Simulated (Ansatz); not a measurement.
# BaTe: the cost of one run

Method: DFT PBE, scalar-relativistic, plane waves, PAW, in Ansatz 0.2.0.

1 further run of the same task is left out (it didn't finish). Runs told in other sessions of the task aren't counted.

## 1. Starting point

Symmetry: Pm-3m, No. 221, cubic system. The conventional cell has a = 4.244 Å, b = 4.244 Å, c = 4.244 Å, α = 90.00°, β = 90.00°, γ = 90.00°. Around Ba (site symmetry m-3m) lie 8 Te at 3.67 to 3.68 Å. Te (site symmetry m-3m) is surrounded by 8 Ba at 3.67 to 3.68 Å.

As a file:

```
CELL_PARAMETERS angstrom
6.00144 0.00000 0.00000
0.00000 6.00144 0.00000
0.00000 0.00000 4.24363
ATOMIC_POSITIONS crystal
Ba 0.50000 0.00000 0.49995
Ba 0.00000 0.50000 0.50005
Te 0.00000 0.00000 0.00000
Te 0.50000 0.50000 0.00000
```

An earlier run at PBE left this cell at 38.211 Å³/atom and 0.00 GPa (6×6×8 mesh).

The changes: atom 3 (Te) moved 0.02 Å along z; atom 2 (Ba) moved 0.02 Å along z; strain e2 = -0.02, atoms carried along; strain e1 = +0.02, atoms carried along; all atoms moved at random (σ = 0.03 Å), cell strained at random (1 %); all atoms moved at random (σ = 0.06 Å), cell strained at random (1 %).

## 2. Atom 3 (Te) moved 0.02 Å along z

The input, input.yaml:

```yaml
crystal:
  lattice:
    - [6.0014404072, 0.0, 0.0]
    - [0.0, 6.0014404072, 0.0]
    - [0.0, 0.0, 4.2436295593]
  atoms:
    - { symbol: Ba, position: [0.5, 0.0, 0.4999515426] }
    - { symbol: Ba, position: [0.0, 0.5, 0.5000484574] }
    - { symbol: Te, position: [0.0, 0.0, 0.0047129467] }
    - { symbol: Te, position: [0.5, 0.5, 0.0] }
basis:
  ecutwfc: 420
  ecutrho_ratio: 4
kpoints:
  mp_grid: { grid: [6, 6, 8] }
hamiltonian:
  xc: pbe
scf:
  occupations: { method: gaussian, width: 0.05 }
output:
  forces: true
  stress: true
  eigenvalues: true
  write_density: true
  write_potential: true
  elf: true
  volumetric_format: npy
```

Run with:

```sh
$ ansatz run input.yaml --threads 2 --pin off --max-ram 2662MiB --backend cpu --events-out ev --progress --plain --runs-dir out
```

What time and memory should one allow on 2 threads of Arm Neoverse V2, shared host?

About 24 s, with a peak of 0.56 GiB.
